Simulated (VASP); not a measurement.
# SrTe (Fm-3m) in VASP: further runs

The runs below take SrTe through relaxation of cell and atoms, with PBEsol.

Program: VASP 6.6.1. These are calculated values, not measurements. Logs are shortened: lines on timing, memory, paths and dates and some standing lists are left out, and cuts for length are marked.

### 1 Starting point

It takes space group Fm-3m (No. 225, cubic). Conventional cell: a = 6.712 Å, b = 6.712 Å, c = 6.712 Å, α = 90.00°, β = 90.00°, γ = 90.00°. Te (site symmetry m-3m) has 6 Sr at 3.36 Å as nearest neighbours. Sr (site symmetry m-3m) is surrounded by 6 Te at 3.36 Å.

The cell was built by a generator and needn't be a form met in nature.

### 2 Relaxation of cell and atoms, PBEsol

INCAR reads:

```
PREC     = Accurate       # precision mode
ENCUT    = 600            # plane-wave cutoff, eV
EDIFF    = 1E-6           # SCF threshold, eV
ISMEAR   = 0              # smearing method
SIGMA    = 0.03           # smearing width, eV
LREAL    = False          # projectors in reciprocal space
LASPH    = True           # aspherical terms in the spheres
NELM     = 80             # most SCF steps
ALGO     = Normal         # electronic algorithm
ISIF     = 3              # what is computed and relaxed
LWAVE    = False          # write WAVECAR
LCHARG   = False          # write CHGCAR
GGA      = PS             # functional
IBRION   = 2              # ionic algorithm
NSW      = 90             # ionic steps
EDIFFG   = -0.01          # ionic threshold
```

KPOINTS reads:

```
Automatic mesh
0
Gamma
  8 8 8
```

POSCAR reads:

```
SrTe
1.0
    0.0000000000      3.3558353100      3.3558353100
    3.3558353100      0.0000000000      3.3558353100
    3.3558353100      3.3558353100      0.0000000000
Te Sr
1 1
Direct
    0.5000000000      0.5000000000      0.5000000000
    0.0000000000      0.0000000000      0.0000000000
```

Potentials or basis: VASP PAW PBE potentials, release 64 (Te, Sr_sv).

On the command line:

```bash
> cat potpaw_PBE.64/Te/POTCAR potpaw_PBE.64/Sr_sv/POTCAR > POTCAR
> mpirun -np 1 vasp_std > vasp.out
```

OUTCAR:

```text
PREC = Accurate
   ENCUT = 600
   EDIFF = 1E-6
   ISMEAR = 0
   LREAL = False
   LASPH = True
   NELM = 80
   ISIF = 3
   GGA = PS
   IBRION = 2
   NSW = 90
   EDIFFG = -0.01

 ion  position               nearest neighbor table
   1  0.500  0.500  0.500-   2 3.36   2 3.36   2 3.36   2 3.36   2 3.36   2 3.36
   2  0.000  0.000  0.000-   1 3.36   1 3.36   1 3.36   1 3.36   1 3.36   1 3.36

  LATTYP: Found a face centered cubic cell.
 ALAT       =     6.7116706200

  Lattice vectors:

 A1 = (   0.0000000000,   3.3558353100,   3.3558353100)
 A2 = (   3.3558353100,   0.0000000000,   3.3558353100)
 A3 = (   3.3558353100,   3.3558353100,   0.0000000000)

Analysis of symmetry for initial positions (statically):
=====================================================================
 Subroutine PRICEL returns:
 Original cell was already a primitive cell.

 Routine SETGRP: Setting up the symmetry group for a
 face centered cubic supercell.

 Subroutine GETGRP returns: Found 48 space group operations
 (whereof 48 operations were pure point group operations)
 out of a pool of 48 trial point group operations.

The static configuration has the point symmetry O_h .

Analysis of symmetry for dynamics (positions and initial velocities):
=====================================================================
 Subroutine PRICEL returns:
 Original cell was already a primitive cell.

 Routine SETGRP: Setting up the symmetry group for a
 face centered cubic supercell.

 Subroutine GETGRP returns: Found 48 space group operations
 (whereof 48 operations were pure point group operations)
 out of a pool of 48 trial point group operations.

The dynamic configuration has the point symmetry O_h .

 Subroutine INISYM returns: Found 48 space group operations
 (whereof 48 operations are pure point group operations),
 and found     1 'primitive' translations

----------------------------------------------------------------------------------------

                                     Primitive cell

  volume of cell :      75.5844

  direct lattice vectors                    reciprocal lattice vectors
     0.000000000  3.355835310  3.355835310    -0.148994201  0.148994201  0.148994201
     3.355835310  0.000000000  3.355835310     0.148994201 -0.148994201  0.148994201
     3.355835310  3.355835310  0.000000000     0.148994201  0.148994201 -0.148994201

  length of vectors
     4.745867808  4.745867808  4.745867808     0.258065526  0.258065526  0.258065526

  position of ions in fractional coordinates (direct lattice)
     0.500000000  0.500000000  0.500000000
     0.000000000  0.000000000  0.000000000

[... 101 lines left out ...]
   GGA     = PS    functional components
   LHFCALC =     F    Hartree Fock is set to
   AEXX    =    0.0000 exact exchange contribution
   IVDW    =     0    specifies the selected vdW correction
   LEPSILON=     F    determine dielectric tensor
   LRPA    =     F    only Hartree local field effects (RPA)
 conjugate gradient relaxation of ions
 non-spin polarized calculation
 Gauss-broadening in eV      SIGMA  =   0.03
  energy-cutoff  :      600.00
  volume of cell :       75.58
 maximum number of plane-waves:      2565
 NGX is ok and might be reduce to    40
   NGX = 19   NGY = 19   NGZ = 19

--------------------------------------- Ionic step        1  -------------------------------------------

 number of electron      16.0000000 magnetization

 Free energy of the ion-electron system (eV)
  ---------------------------------------------------
  ext. energy  EPLUGINS =         0.00000000
  ---------------------------------------------------
  free energy    TOTEN  =        -8.81938809 eV

  energy without entropy =       -8.81938809  energy(sigma->0) =       -8.81938809

------------------------ aborting loop because EDIFF is reached ----------------------------------------

  FORCE on cell =-STRESS in cart. coord.  units (eV):
  Direction    XX          YY          ZZ          XY          YZ          ZX
  --------------------------------------------------------------------------------------
  -------------------------------------------------------------------------------------
  Total       -0.6621843     -0.6621843     -0.6621843     -0.0000000      0.0000000      0.0000000
  in kB      -14.0364577    -14.0364577    -14.0364577     -0.0000000      0.0000000      0.0000000
  external PRESSURE =     -14.0364577 kB  Pullay stress =       0.0000000 kB
[... 59 lines left out ...]
--------------------------------------- Ionic step        3  -------------------------------------------

 number of electron      16.0000000 magnetization

 Free energy of the ion-electron system (eV)
  ---------------------------------------------------
  ext. energy  EPLUGINS =         0.00000000
  ---------------------------------------------------
  free energy    TOTEN  =        -8.83405043 eV

  energy without entropy =       -8.83405043  energy(sigma->0) =       -8.83405043

 E-fermi :   3.0599     XC(G=0):  -8.7591

 val. band max:        2.8858712728   @ k =   0.0000   0.0000   0.0000
 cond. band min:       4.4376310041   @ k =   0.5000   0.5000   0.0000
 fundamental gap:      1.5517597313
 Fermi energy:         3.0598907412

 k-point     1 :       0.0000    0.0000    0.0000
  band No.  band energies     occupation
      1     -31.6395      2.00000
      2     -13.6572      2.00000
      3     -13.6572      2.00000
      4     -13.6572      2.00000
      5      -7.1978      2.00000
      6       2.8859      2.00000
      7       2.8859      2.00000
      8       2.8859      2.00000
      9       5.6794      0.00000
     10       6.0746      0.00000
     11       6.0746      0.00000
     12       6.0746      0.00000
[... 331 lines left out ...]
 k-point    24 :      -0.3750    0.2500    0.1250
  band No.  band energies     occupation
      1     -31.6336      2.00000
      2     -13.7745      2.00000
      3     -13.6947      2.00000
      4     -13.6752      2.00000
      5      -6.5592      2.00000
      6       0.3614      2.00000
      7       1.4573      2.00000
      8       1.7252      2.00000
      9       6.7960      0.00000
     10       7.0411      0.00000
     11       8.4210      0.00000
     12       8.6099      0.00000

 [... further k-points ...]

------------------------ aborting loop because EDIFF is reached ----------------------------------------

  FORCE on cell =-STRESS in cart. coord.  units (eV):
  Direction    XX          YY          ZZ          XY          YZ          ZX
  --------------------------------------------------------------------------------------
  -------------------------------------------------------------------------------------
  Total       -0.0004811     -0.0004811     -0.0004811     -0.0000000      0.0000000     -0.0000000
  in kB       -0.0106517     -0.0106517     -0.0106517     -0.0000000      0.0000000     -0.0000000
  external PRESSURE =      -0.0106517 kB  Pullay stress =       0.0000000 kB
[... 17 lines left out ...]
  FREE ENERGIE OF THE ION-ELECTRON SYSTEM (eV)
  ---------------------------------------------------
  free  energy   TOTEN  =        -8.8340504344 eV

  energy  without entropy=       -8.8340504344  energy(sigma->0) =       -8.83405043

 reached required accuracy - stopping structural energy minimisation
```

Wall time 42 s (1 thread of Intel Xeon 6975P-C (Granite Rapids), shared host); peak memory 0.26 GiB.

What came out:

* Free energy: -8.8341 eV
* Relaxed volume: 36.19 Å³/atom
* Relaxed cell: a = 4.678 Å, b = 4.678 Å, c = 4.678 Å, α = 60.00°, β = 60.00°, γ = 60.00°
* Space group after relaxing (to 0.05 Å): Fm-3m (No. 225)
* Energy gained by relaxing: 7.3 meV/atom
* Ionic steps: 3
* Pressure after relaxing: 0.0 GPa
* Band gap on the k mesh: 1.55 eV, indirect (least direct gap 2.32 eV)

Step by step:
```
step  energy change (eV)  largest force (eV/Å)  pressure (GPa)  volume (Å³)
   1              0.0000                0.0000           -1.40        75.58
   2             -0.0145                0.0000            0.18        72.02
   3             -0.0147                0.0000            0.00        72.37
```

Final structure:
```
Te Sr
1.0
     0.00000    3.30760    3.30760
     3.30760    0.00000    3.30760
     3.30760    3.30760    0.00000
Te Sr
1 1
Cartesian
  3.3076 3.3076 3.3076
  0.0000 0.0000 0.0000
```

Levels at points of the mesh, in eV from the valence-band top:
```tsv
k point	band 5	band 6	band 7	band 8	band 9	band 10	band 11	band 12
(0.00, 0.00, 0.00)	-10.08	0.00	0.00	0.00	2.79	3.19	3.19	3.19
(0.50, 0.00, 0.00)	-9.39	-2.96	-1.17	-1.17	3.78	5.14	5.33	5.33
(0.50, 0.50, 0.00)	-9.61	-2.05	-0.77	-0.77	1.55	3.86	4.83	6.18
```

Caveat: the PAW data sets were made with another functional, which shifts forces and pressure a little; spin-orbit coupling is left out, which moves the levels of the heavy elements. A k mesh can miss the band edges.

### 3 Relaxation of cell and atoms, PBEsol

This run uses another cell than the first one, of 36.19 Å³/atom, 0.957 times its volume.

Changes to INCAR since step 2:

```diff
@@ -2,3 +2,3 @@
 ENCUT    = 600            # plane-wave cutoff, eV
-EDIFF    = 1E-6           # SCF threshold, eV
+EDIFF    = 1E-7           # SCF threshold, eV
 ISMEAR   = 0              # smearing method
@@ -15,2 +15,2 @@
 NSW      = 90             # ionic steps
-EDIFFG   = -0.01          # ionic threshold
+EDIFFG   = -0.005         # ionic threshold
```

KPOINTS is that of step 2.

POSCAR reads:

```
SrTe                                    
1.0
   -0.0000000000      3.3076002723      3.3076002723
    3.3076002723     -0.0000000000      3.3076002723
    3.3076002723      3.3076002723      0.0000000000
  Te              Sr            
     1     1
Direct
     0.5000000000000000    0.5000000000000000    0.5000000000000000
     0.0000000000000000    0.0000000000000000    0.0000000000000000
```

Potentials or basis: VASP PAW PBE potentials, release 64 (Te, Sr_sv).

On the command line:

```bash
> cat potpaw_PBE.64/Te/POTCAR potpaw_PBE.64/Sr_sv/POTCAR > POTCAR
> mpirun -np 1 vasp_std > vasp.out
```

Run time: 17 s. Hardware: 1 thread of Intel Xeon 6975P-C (Granite Rapids), shared host; peak memory 0.25 GiB.

It converged, with:

```
Free energy             : -8.8339 eV
Pressure after relaxing : 0.0 GPa
Band gap on the k mesh  : 1.55 eV, indirect (least direct gap 2.32 eV)
```

Final structure:
```
Te Sr
1.0
     0.00000    3.30760    3.30760
     3.30760    0.00000    3.30760
     3.30760    3.30760    0.00000
Te Sr
1 1
Direct
  0.50000 0.50000 0.50000
  0.00000 0.00000 0.00000
```

Levels at points of the mesh, in eV from the valence-band top:
```tsv
k point	band 6	band 7	band 8	band 9	band 10	band 11
(0.00, 0.00, 0.00)	0.00	0.00	0.00	2.79	3.19	3.19
(0.50, 0.00, 0.00)	-2.96	-1.17	-1.17	3.78	5.14	5.34
(0.50, 0.50, 0.00)	-2.05	-0.77	-0.77	1.55	3.86	4.83
```

Caveat: the relaxation stopped at its first step, so nothing moved; the PAW data sets were made with another functional, which shifts forces and pressure a little; spin-orbit coupling is left out, which moves the levels of the heavy elements. A k mesh can miss the band edges.
